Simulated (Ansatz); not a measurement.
# CsBr from its elements: all-electron against pseudopotential results

```
Cs Br
1.0
     4.38930    0.00000    0.00000
     0.00000    4.38930    0.00000
     0.00000    0.00000    4.38930
Cs Br
1 1
Direct
  0.00000 0.00000 0.00000
  0.50000 0.50000 0.50000
```

The cell comes from a relaxation on PAW files under the same functional, begun from a database entry that needn't be the ground state.

Computed with Ansatz 0.2.0; functional PBE, scalar-relativistic. Settings: a Γ-centred 7×7×7 k mesh, Fermi–Dirac smearing of 0.02 eV, no spin polarisation. Methods: LAPW: all electrons, basis error target 0.5 meV/atom; PAW: frozen-core files, cutoff 420 eV; crystal datasets: all electrons, by PAW datasets that the program makes for each cell.

The elements are taken as Br solid Br2, Cs bcc, each relaxed on PAW files under the same functional and computed by the same method as the compound; zero-point and thermal terms are left out. PBE lacks dispersion, which leaves layered or molecular solids underbound, be they references or the compound itself.

Spin–orbit coupling is left out, which matters for the heavy atoms.

Q: Give the formation energy by each method, with the residual pressure at this cell and the LAPW gap.

A: 

| method | ΔE(formation) (eV/atom) | P at this cell (GPa) | gap (eV) |
| --- | --- | --- | --- |
| LAPW | -1.770 | 0.00 | 4.26 |
| PAW | -1.770 | 0.00 | – |
| crystal datasets | -1.770 | 0.00 | – |

Q: Give the LAPW value for one formula unit in kJ/mol.

A: -1.770 eV/atom × 2 atoms × 96.485 kJ/(mol·eV) = -341.6 kJ/mol, at zero temperature and without zero-point motion.
